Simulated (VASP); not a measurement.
# B (Im-3m) in VASP: further runs

One crystal, B, is run at these levels: revPBE; tasks: single point.

Everything below comes from runs of VASP 6.6.1. Logs are shortened: lines on timing, memory, paths and dates and some standing lists are left out, and cuts for length are marked.

## (1) The structure

It takes space group Im-3m (No. 229, cubic). The conventional cell has a = 2.319 Å, b = 2.319 Å, c = 2.319 Å, α = 90.00°, β = 90.00°, γ = 90.00°. B (site symmetry m-3m) is surrounded by 8 B at 2.01 Å.

This isn't the form of B at room conditions, which is rhombohedral.

## (2) Single point, revPBE

INCAR reads:

```
PREC     = Accurate       # precision mode
ENCUT    = 520            # plane-wave cutoff, eV
EDIFF    = 1E-7           # SCF threshold, eV
ISMEAR   = -1             # smearing method
SIGMA    = 0.1            # smearing width, eV
LREAL    = False          # projectors in reciprocal space
LASPH    = True           # aspherical terms in the spheres
NELM     = 100            # most SCF steps
ALGO     = Fast           # electronic algorithm
ISIF     = 2              # what is computed and relaxed
LWAVE    = False          # write WAVECAR
LCHARG   = False          # write CHGCAR
GGA      = RE             # functional
NBANDS   = 8              # bands
```

KPOINTS reads:

```
regular mesh
0
Gamma
  31 31 31
```

POSCAR reads:

```
B
1.0
   -1.1593976668      1.1593976668      1.1593976668
    1.1593976668     -1.1593976668      1.1593976668
    1.1593976668      1.1593976668     -1.1593976668
B
1
Direct
    0.0000000000      0.0000000000      0.0000000000
```

Potentials or basis: VASP PAW PBE potentials, release 64 (B).

The run is started by

```
> cat potpaw_PBE.64/B/POTCAR > POTCAR
> mpirun -np 1 vasp_std > vasp.out
```

OUTCAR:

```text
PREC = Accurate
   ENCUT = 520
   EDIFF = 1E-7
   ISMEAR = -1
   LREAL = False
   LASPH = True
   NELM = 100
   ISIF = 2
   GGA = RE

 ion  position               nearest neighbor table
   1  0.000  0.000  0.000-

  LATTYP: Found a body centered cubic cell.
 ALAT       =     2.3187953336

  Lattice vectors:

 A1 = (  -1.1593976668,   1.1593976668,   1.1593976668)
 A2 = (   1.1593976668,  -1.1593976668,   1.1593976668)
 A3 = (   1.1593976668,   1.1593976668,  -1.1593976668)

Analysis of symmetry for initial positions (statically):
=====================================================================
 Subroutine PRICEL returns:
 Original cell was already a primitive cell.

 Routine SETGRP: Setting up the symmetry group for a
 body centered cubic supercell.

 Subroutine GETGRP returns: Found 48 space group operations
 (whereof 48 operations were pure point group operations)
 out of a pool of 48 trial point group operations.

The static configuration has the point symmetry O_h .

Analysis of symmetry for dynamics (positions and initial velocities):
=====================================================================
 Subroutine PRICEL returns:
 Original cell was already a primitive cell.

 Routine SETGRP: Setting up the symmetry group for a
 body centered cubic supercell.

 Subroutine GETGRP returns: Found 48 space group operations
 (whereof 48 operations were pure point group operations)
 out of a pool of 48 trial point group operations.

The dynamic configuration has the point symmetry O_h .

 Subroutine INISYM returns: Found 48 space group operations
 (whereof 48 operations are pure point group operations),
 and found     1 'primitive' translations

----------------------------------------------------------------------------------------

                                     Primitive cell

  volume of cell :       6.2339

  direct lattice vectors                    reciprocal lattice vectors
    -1.159397667  1.159397667  1.159397667     0.000000000  0.431258415  0.431258415
     1.159397667 -1.159397667  1.159397667     0.431258415  0.000000000  0.431258415
     1.159397667  1.159397667 -1.159397667     0.431258415  0.431258415  0.000000000

  length of vectors
     2.008135665  2.008135665  2.008135665     0.609891499  0.609891499  0.609891499

  position of ions in fractional coordinates (direct lattice)
     0.000000000  0.000000000  0.000000000

  ion indices of the primitive-cell ions
   primitive index   ion index
                 1           1

----------------------------------------------------------------------------------------

 KPOINTS: regular mesh

Automatic generation of k-mesh.
 Grid dimensions read from file:
 generate k-points for:   31   31   31

 Generating k-lattice:

  Cartesian coordinates                     Fractional coordinates (reciprocal lattice)
     0.000000000  0.013911562  0.013911562     0.032258065  0.000000000  0.000000000
     0.013911562  0.000000000  0.013911562     0.000000000  0.032258065  0.000000000
     0.013911562  0.013911562  0.000000000     0.000000000  0.000000000  0.032258065

  Length of vectors
     0.019673919  0.019673919  0.019673919

  Shift w.r.t. Gamma in fractional coordinates (k-lattice)
     0.000000000  0.000000000  0.000000000

 Subroutine IBZKPT returns following result:
 ===========================================

 Found    816 irreducible k-points:

 Following reciprocal coordinates:
            Coordinates               Weight
  0.000000  0.000000  0.000000      1.000000
  0.032258  0.000000  0.000000     12.000000
  0.064516  0.000000  0.000000     12.000000
  0.096774  0.000000  0.000000     12.000000
  0.129032  0.000000  0.000000     12.000000
  0.161290  0.000000  0.000000     12.000000
[... 16 lines left out ...]
  0.225806  0.032258  0.000000     48.000000
  0.258065  0.032258  0.000000     48.000000
 [... further k-points ...]
   k-points           NKPTS =    816   k-points in BZ     NKDIM =    816   number of bands    NBANDS=      8
   number of dos      NEDOS =    301   number of ions     NIONS =      1
   total plane-waves  NPLWV =   4096
   dimension x,y,z NGX =    16 NGY =   16 NGZ =   16
   dimension x,y,z NGXF=    32 NGYF=   32 NGZF=   32
   ions per type =               1
   NGX,Y,Z   is equivalent  to a cutoff of  13.25, 13.25, 13.25 a.u.
   NGXF,Y,Z  is equivalent  to a cutoff of  26.49, 26.49, 26.49 a.u.
 SYSTEM =  unknown system
   PREC   = accura    normal or accurate (medium, high low for compatibility)
   ISTART =      0    job   : 0-new  1-cont  2-samecut
   ICHARG =      2    charge: 1-file 2-atom 10-const
   ISPIN  =      1    spin polarized calculation?
   LNONCOLLINEAR =      F non collinear calculations
   LSORBIT =      F    spin-orbit coupling
   LASPH  =      T    aspherical Exc in radial PAW
   ENCUT  =  520.0 eV  38.22 Ry    6.18 a.u.   3.73  3.73  3.73*2*pi/ulx,y,z
   NELM   =    100;   NELMIN=  2; NELMDL= -5     # of ELM steps
   EDIFF  = 0.1E-06   stopping-criterion for ELM
   LREAL  =      F    real-space projection
   EDIFFG = 0.1E-05   stopping-criterion for IOM
   NSW    =      0    number of steps for IOM
   IBRION =     -1    ionic relax: 0-MD 1-quasi-New 2-CG
   NFREE  =      0    steps in history (QN), initial steepest desc. (CG)
   ISIF   =      2    stress and relaxation
   ISYM   =      2    0-nonsym 1-usesym 2-fastsym
   POTIM  = 0.5000    time-step for ionic-motion
   TEBEG  =    0.0;   TEEND  =   0.0 temperature during run
   PSTRESS=    0.0 pullay stress
   NELECT =       3.0000    total number of electrons
   NUPDOWN=      -1.0000    fix difference up-down
   EMIN   =  10.00;   EMAX   =-10.00  energy-range for DOS
   EFERMI =   0.00;   METHOD = LEGACY
   ISMEAR =    -1;   SIGMA  =   0.10  broadening in eV -4-tet -1-fermi 0-gaus
   EFERMI_NEDOS =   21; number of points for ismear=-14 and -15
   IALGO  =     68    algorithm
   IMIX   =      4    mixing-type and parameters
     AMIX     =   0.40;   BMIX     =  1.00
     AMIX_MAG =   1.60;   BMIX_MAG =  1.00
  volume/ion in A,a.u.               =       6.23        42.07
  Fermi-wavevector in a.u.,A,eV,Ry     =   1.282910  2.424348 22.393256  1.645858
  Thomas-Fermi vector in A             =   2.415194
   LORBIT       =      0    0 simple, 1 ext, 2 COOP (PROOUT), +10 PAW based schemes
   GGA     = RE    functional components
   LHFCALC =     F    Hartree Fock is set to
   AEXX    =    0.0000 exact exchange contribution
   IVDW    =     0    specifies the selected vdW correction
   LEPSILON=     F    determine dielectric tensor
   LRPA    =     F    only Hartree local field effects (RPA)
 non-spin polarized calculation
 RMM-DIIS sequential band-by-band and
  energy-cutoff  :      520.00
  volume of cell :        6.23
 maximum number of plane-waves:       177
   NGX =  7   NGY =  7   NGZ =  7

 number of electron       3.0000000 magnetization

 Free energy of the ion-electron system (eV)
  ---------------------------------------------------
  ext. energy  EPLUGINS =         0.00000000
  ---------------------------------------------------
  free energy    TOTEN  =        -4.77555549 eV

  energy without entropy =       -4.76791981  energy(sigma->0) =       -4.77173765

 E-fermi :   9.9024     XC(G=0): -12.7979

 val. band max:        9.8984492589   @ k =   0.2581   0.2581   0.0000
 cond. band min:       9.9139836297   @ k =  -0.4839   0.4839   0.4194
 fundamental gap:      0.0155343708
 Fermi energy:         9.9024100943

 k-point     1 :       0.0000    0.0000    0.0000
  band No.  band energies     occupation
      1      -8.6236      2.00000
      2      25.3806      0.00000
      3      25.3806      0.00000
      4      25.3806      0.00000
      5      43.3269      0.00000
      6      43.3269      0.00000
      7      43.3269      0.00000
      8      47.1439      0.00000

 k-point     2 :       0.0323    0.0000    0.0000
  band No.  band energies     occupation
      1      -8.5766      2.00000
      2      25.2257      0.00000
      3      25.2613      0.00000
      4      25.3518      0.00000
      5      42.8329      0.00000
      6      42.8999      0.00000
      7      43.5561      0.00000
      8      45.9894      0.00000

 k-point     3 :       0.0645    0.0000    0.0000
  band No.  band energies     occupation
      1      -8.4359      2.00000
      2      24.7579      0.00000
      3      24.9223      0.00000
      4      25.2663      0.00000
      5      41.5559      0.00000
      6      41.7409      0.00000
      7      44.2249      0.00000
      8      45.5295      0.00000

 k-point     4 :       0.0968    0.0000    0.0000
  band No.  band energies     occupation
      1      -8.2013      2.00000
      2      23.9721      0.00000
      3      24.4115      0.00000
      4      25.1265      0.00000
      5      39.9373      0.00000
      6      40.4850      0.00000
      7      45.0038      0.00000
      8      45.2852      0.00000

 k-point     5 :       0.1290    0.0000    0.0000
  band No.  band energies     occupation
      1      -7.8731      2.00000
      2      22.8760      0.00000
      3      23.7870      0.00000
      4      24.9364      0.00000
      5      38.5099      0.00000
      6      39.2313      0.00000
      7      44.4982      0.00000
      8      46.3897      0.00000

 k-point     6 :       0.1613    0.0000    0.0000
  band No.  band energies     occupation
      1      -7.4514      2.00000
      2      21.5037      0.00000
      3      23.1026      0.00000
      4      24.7033      0.00000
      5      37.3828      0.00000
      6      38.0402      0.00000
      7      44.1957      0.00000
      8      47.1940      0.00000

 k-point     7 :       0.1935    0.0000    0.0000
  band No.  band energies     occupation
      1      -6.9367      2.00000
      2      19.9136      0.00000
      3      22.4014      0.00000
      4      24.4365      0.00000
      5      36.5503      0.00000
      6      36.9360      0.00000
      7      44.0942      0.00000
      8      48.1588      0.00000
[... 133 lines left out ...]
 k-point    20 :       0.1290    0.0323    0.0000
  band No.  band energies     occupation
      1      -7.6387      2.00000
      2      22.1945      0.00000
      3      23.3641      0.00000
      4      24.7098      0.00000
      5      37.8501      0.00000
      6      38.5719      0.00000
      7      44.1928      0.00000
      8      46.9644      0.00000

 k-point    21 :       0.1613    0.0323   -0.0000
  band No.  band energies     occupation
      1      -7.1704      2.00000
      2      20.7310      0.00000
      3      22.6437      0.00000
      4      24.4447      0.00000
      5      36.9068      0.00000
      6      37.4965      0.00000
      7      44.0686      0.00000
      8      47.8288      0.00000

 k-point    22 :       0.1935    0.0323   -0.0000
  band No.  band energies     occupation
      1      -6.6094      2.00000
      2      19.0718      0.00000
      3      21.9351      0.00000
      4      24.1506      0.00000
      5      36.2310      0.00000
      6      36.5052      0.00000
      7      44.0931      0.00000
      8      48.8389      0.00000

 k-point    23 :       0.2258    0.0323    0.0000
  band No.  band energies     occupation
      1      -5.9566      2.00000
      2      17.2921      0.00000
      3      21.2613      0.00000
      4      23.8409      0.00000
      5      35.6064      0.00000
      6      35.7751      0.00000
      7      44.2833      0.00000
      8      49.9681      0.00000

 k-point    24 :       0.2581    0.0323    0.0000
  band No.  band energies     occupation
      1      -5.2136      2.00000
      2      15.4558      0.00000
      3      20.6395      0.00000
      4      23.5295      0.00000
      5      34.8053      0.00000
      6      35.4897      0.00000
      7      44.6353      0.00000
      8      51.1425      0.00000

 [... further k-points ...]

------------------------ aborting loop because EDIFF is reached ----------------------------------------

  FORCE on cell =-STRESS in cart. coord.  units (eV):
  Direction    XX          YY          ZZ          XY          YZ          ZX
  --------------------------------------------------------------------------------------
  -------------------------------------------------------------------------------------
  Total       -0.0169558     -0.0169558     -0.0169558     -0.0000000      0.0000000      0.0000000
  in kB       -4.3578516     -4.3578516     -4.3578516     -0.0000000      0.0000000      0.0000000
  external PRESSURE =      -4.3578516 kB  Pullay stress =       0.0000000 kB

 VOLUME and BASIS-vectors are now :
 -----------------------------------------------------------------------------
  energy-cutoff  :      520.00
  volume of cell :        6.23
      direct lattice vectors                 reciprocal lattice vectors
    -1.159397667  1.159397667  1.159397667     0.000000000  0.431258415  0.431258415
     1.159397667 -1.159397667  1.159397667     0.431258415  0.000000000  0.431258415
     1.159397667  1.159397667 -1.159397667     0.431258415  0.431258415  0.000000000

 POSITION                                       TOTAL-FORCE (eV/Angst)
 -----------------------------------------------------------------------------------
      0.00000      0.00000      0.00000        -0.000000      0.000000     -0.000000
 -----------------------------------------------------------------------------------
    total drift:                               -0.000000      0.000000      0.000000

  FREE ENERGIE OF THE ION-ELECTRON SYSTEM (eV)
  ---------------------------------------------------
  free  energy   TOTEN  =        -4.7755554945 eV

  energy  without entropy=       -4.7679198119  energy(sigma->0) =       -4.77173765
```

It took 61 s on 1 thread of AMD EPYC, shared host; peak memory 0.11 GiB.

What came out:

```yaml
Free_energy: -4.7756 eV
Pressure: -0.4 GPa
Band_gap_on_the_k_mesh: none (metal or under the smearing width)
```

Caveat: the PAW data sets were made with another functional, which shifts forces and pressure a little.

## (3) Single point, revPBE

This run uses another cell than the first one, of 6.98 Å³/atom, 1.120 times its volume.

INCAR reads:

```
PREC = Accurate
ENCUT = 520
EDIFF = 1E-7
ISMEAR = -1
SIGMA = 0.1
LREAL = False
LASPH = True
NELM = 100
ALGO = Normal
ISIF = 2
LWAVE = False
LCHARG = True
GGA = RE
LELF = True
LVHAR = True
NBANDS = 8
```

KPOINTS reads:

```
Automatic mesh
0
Gamma
  21 21 21
```

POSCAR reads:

```
B
1.0
   -1.2040331093      1.2040331093      1.2040331093
    1.2040331093     -1.2040331093      1.2040331093
    1.2040331093      1.2040331093     -1.2040331093
B
1
Direct
    0.0000000000      0.0000000000      0.0000000000
```

Potentials or basis: VASP PAW PBE potentials, release 64 (B).

The run is started by

```
> cat potpaw_PBE.64/B/POTCAR > POTCAR
> mpirun -np 1 vasp_std > vasp.out
```

It took 22 s on 1 thread of AMD EPYC, shared host; peak memory 0.08 GiB.

The run converged. Its results:

```yaml
Free_energy: -4.7259 eV
Pressure: -18.9 GPa
Band_gap_on_the_k_mesh: none (metal or under the smearing width)
```

Levels at points of the mesh, in eV from the Fermi level:
```csv
k point,band 1,band 2,band 3,band 4
"(0.00, 0.00, 0.00)",-17.13,14.06,14.06,14.06
```

Caveat: so large a pressure means that the cell lies far from this level's equilibrium, or that cutoff or potentials fall short; the potentials were made for another functional, which shifts forces and pressure.
